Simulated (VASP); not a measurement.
A run of VASP 6.6.1 is set up as follows.

The input INCAR:

```
ALGO = Normal
EDIFF = 1E-7
ENCUT = 520
GGA = PE
ISIF = 2
ISMEAR = 0
LASPH = T
LCHARG = F
LORBIT = 11
LREAL = F
LWAVE = F
NELM = 80
PREC = Accurate
SIGMA = 0.02
```

File KPOINTS:

```
k-points
0
Gamma
  5 5 3
```

File POSCAR:

```
Si2W
1.0
    4.6168523821      0.0000000000      0.0000000000
   -2.3084261911      3.9983114484      0.0000000000
    0.0000000000      0.0000000000      6.6532220000
W Si
3 6
Direct
    0.5000000000      0.0000000000      0.5000000000
    0.5000000000      0.5000000000      0.8333333333
    0.0000000000      0.5000000000      0.1666666667
    0.3272520000      0.1636260000      0.1666666667
    0.8363740000      0.1636260000      0.8333333333
    0.1636260000      0.3272520000      0.5000000000
    0.6727480000      0.8363740000      0.1666666667
    0.1636260000      0.8363740000      0.8333333333
    0.8363740000      0.6727480000      0.5000000000
```

Potentials or basis: VASP PAW PBE potentials, release 64 (W_sv, Si).

Run with:

```sh
$ cat potpaw_PBE.64/W_sv/POTCAR potpaw_PBE.64/Si/POTCAR > POTCAR
$ mpirun -np 1 vasp_std > vasp.out
```

Problem. Estimate the largest force.

Solution. 0.013 eV/Å.

Problem. Predict the pressure.

Solution. -0.5 GPa.

Problem. Predict the band gap on the k mesh.

Solution. 0.40 eV, indirect (least direct gap 0.92 eV).

Stress tensor (GPa, compression positive):
```
-0.35  0.00  0.00
 0.00 -0.35  0.00
 0.00  0.00 -0.75
```

Caveat: spin-orbit coupling is left out, which moves the levels of the heavy elements; an odd mesh through Γ misses points on the zone boundary, where band edges often lie.
